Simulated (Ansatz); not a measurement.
CrO2 (CdI2-type structure)

Computed with Ansatz (plane waves, PAW, 420 eV cutoff): PBE, scalar-relativistic, collinear spin, Γ-centred 14×14×6 mesh, 0.05 eV Gaussian smearing; PAW files: Ansatz's generated set soft_2.

```
Cr O
1.0
     2.89305    0.00000    0.00000
    -1.44653    2.50546    0.00000
     0.00000    0.00000    5.36485
Cr O
1 2
Direct
  0.00000 0.00000 0.00000
  0.33333 0.66667 0.17681
  0.66667 0.33333 0.82319
```

This is a trial structure; measured cells of the compound in the Crystallography Open Database are in space group P42/mnm.

Magnetic state: ferromagnetic, site spin moments Cr 1.74; O -0.05 μB.

The cell has space group P-3m1 (read at 0.01 Å). In it the stress is 0.00, 0.00, 0.03, 0.00, 0.00, 0.00 GPa and the largest force component 0.001 eV/Å. Each change below starts from this cell, without further relaxation. Stress is in GPa, positive in compression, in the order xx, yy, zz, yz, xz, xy; energies are counted from the cell above and are free energies with the smearing's entropy, which match forces and stress in a metal.

Question: What happens when atom 3 (O) is moved by 0.08 Å along y?

Answer: The energy changes by 27.8 meV per cell, and the force on it along the shift is -0.709 eV/Å (−F/u = 8.86 eV/Å²). Stress: -0.37, 1.35, 0.48, 3.93, 0.00, 0.00. Spin moments: Cr 1.69; O -0.05 μB.
```
atom  Fx (eV/Å)      Fy      Fz
 Cr1      0.000   0.411   0.108
  O2      0.000   0.297   0.005
  O3      0.000  -0.709  -0.113
```
In a harmonic crystal the energy would rise by −½F·u = ½ × 8.86 × 0.08² eV = 28.3 meV, which matches.

Question: What stress follows from an engineering strain of -2 % in zz, atoms carried along?

Answer: 2.16, 2.16, 2.85, 0.00, 0.00, 0.00 GPa; the energy changes by 6.9 meV per cell.
```
atom  Fx (eV/Å)     Fy      Fz
 Cr1      0.000  0.000   0.000
  O2      0.000  0.000   0.354
  O3      0.000  0.000  -0.354
```
The change of the stress over the strain gives a clamped-atom stiffness of about 141 GPa for this component, a secant value that lies under the elastic constant in tension and over it in compression, by several per cent for each per cent of strain.
In a harmonic crystal the energy would rise by V(½Cε² − σ₀ε), with σ₀ the stress of the unstrained cell, = 7.0 meV, which matches.

Question: What stress follows from an engineering strain of 1 % in xz, atoms carried along?

Answer: 0.03, 0.02, 0.04, 0.00, -0.90, 0.18 GPa; the energy changes by 1.0 meV per cell.
```
atom  Fx (eV/Å)      Fy      Fz
 Cr1      0.000   0.000   0.000
  O2     -0.114  -0.001   0.003
  O3      0.114   0.001  -0.003
```
The change of the stress over the strain gives a clamped-atom stiffness of about 90 GPa for this component.
In a harmonic crystal the energy would rise by V(½Cε² − σ₀ε), with σ₀ the stress of the unstrained cell, = 1.1 meV, close to the run's value; the rest is anharmonic or numerical.

Question: All atoms and the cell are disturbed at random:
```xyz
3
Lattice="2.8476 -0.0280 0.0445 -1.4480 2.4969 -0.0372 0.0826 -0.0319 5.3902" Properties=species:S:1:pos:R:3 pbc="T T T"
Cr    0.0145    0.0004    0.0266
O     0.0096    1.6231    0.8840
O     1.4581    0.8136    4.4870
```
Give the energy change, the stress and the forces.

Answer: 160.7 meV per cell; stress 12.42, 13.83, 9.65, 3.93, -5.82, 3.26 GPa. Spin moments: Cr 1.66 μB.
```
atom  Fx (eV/Å)      Fy      Fz
 Cr1     -0.077  -0.141  -0.607
  O2     -0.746   0.593   1.601
  O3      0.823  -0.452  -0.994
```

Question: All atoms and the cell are disturbed at random:
```
CELL_PARAMETERS angstrom
2.90600 0.02394 -0.01485
-1.43227 2.47575 0.02936
-0.02754 0.04696 5.50597
ATOMIC_POSITIONS crystal
Cr 0.99416 0.99937 0.00415
O 0.31535 0.62786 0.16972
O 0.69048 0.37277 0.82613
```
Give the energy change, the stress and the forces.

Answer: 105.4 meV per cell; stress -0.10, 5.38, 2.17, 8.03, 1.29, -1.20 GPa. Spin moments: Cr 1.67; O -0.05 μB.
```
atom  Fx (eV/Å)      Fy      Fz
 Cr1      0.081  -0.214  -0.538
  O2      0.128   1.158   0.564
  O3     -0.209  -0.944  -0.025
```

1 further change ended in another electronic state and is left out.

Site moments are of spin, integrated over atomic spheres. The structure is built of weakly bound layers, and this functional has no dispersion term, so their spacing and all that hangs on it (volume, the soft elastic constants, low modes, dielectric constants) are poorly given. Compounds of this kind are often insulators, Mott or charge-transfer ones with an open 3d shell, so the metal found may come from the functional, which lacks a U or exact exchange, or from the structure.
